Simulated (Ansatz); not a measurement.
# Ge: equilibrium volume by level of theory

```yaml
crystal:
  lattice:
    - [5.93000, 0.00000, 0.00000]
    - [0.00000, 5.93000, 0.00000]
    - [0.00000, 0.00000, 6.98000]
  atoms:
    - { symbol: Ge, position: [0.37500, 0.16670, 0.75000] }
    - { symbol: Ge, position: [0.33330, 0.87500, 0.50000] }
    - { symbol: Ge, position: [0.62500, 0.83330, 0.25000] }
    - { symbol: Ge, position: [0.66670, 0.12500, 0.00000] }
    - { symbol: Ge, position: [0.87500, 0.33330, 0.50000] }
    - { symbol: Ge, position: [0.83330, 0.62500, 0.75000] }
    - { symbol: Ge, position: [0.12500, 0.66670, 0.00000] }
    - { symbol: Ge, position: [0.16670, 0.37500, 0.25000] }
    - { symbol: Ge, position: [0.57500, 0.42500, 0.25000] }
    - { symbol: Ge, position: [0.92500, 0.92500, 0.50000] }
    - { symbol: Ge, position: [0.42500, 0.57500, 0.75000] }
    - { symbol: Ge, position: [0.07500, 0.07500, 0.00000] }
```

This isn't the form of Ge at room conditions, which is diamond.

```tsv
rung	level	program and potentials	cutoff (eV)	k mesh	core time	chip	equilibrium volume (Å³/atom)	notes
GGA + dispersion	PBEsol+D3(BJ)+ATM	Ansatz, Ansatz PAW	420	5 × 5 × 4	3.6 min	Arm Neoverse V2	19.65	potentials made for PBE, which Ansatz adapts in part
GGA + dispersion	PBEsol+D3(BJ)	Ansatz, Ansatz PAW	420	5 × 5 × 4	3.7 min	Arm Neoverse V2	19.57	potentials made for PBE, which Ansatz adapts in part
GGA + dispersion	PBEsol+D4	Ansatz, Ansatz PAW	420	5 × 5 × 4	3.7 min	Arm Neoverse V2	19.86	potentials made for PBE, which Ansatz adapts in part
GGA	PBEsol	Ansatz, Ansatz PAW	420	5 × 5 × 4	4.5 min	Arm Neoverse V2	20.38	potentials made for PBE, which Ansatz adapts in part
LDA	LDA	Ansatz, Ansatz PAW	420	5 × 5 × 4	4.8 min	Arm Neoverse V1	19.87	potentials made for PBE, which Ansatz adapts in part
meta-GGA	r2SCAN	Ansatz, Ansatz PAW	500	5 × 5 × 4	10 min	Arm Neoverse V2	20.90	potentials made for PBE, which Ansatz adapts in part
```

Times are single runs on shared hosts and different chips, so they are rough; meshes, cutoffs and the tasks' sizes weigh on the time. Task: relaxation of cell and atoms. All rows: no spin polarisation. Meshes are those of the run's cell of 12 atoms unless a note names another. Relaxations start from the cell shown or near it and stop with a little pressure left. Runs on faulty files, with rough fits or with known faults for this quantity aren't shown. PBE isn't shown for this crystal. No row holds spin-orbit coupling.

By rung: LDA 19.87; GGA + dispersion 19.57 to 19.86; GGA 20.38; meta-GGA 20.90 (Å³/atom).
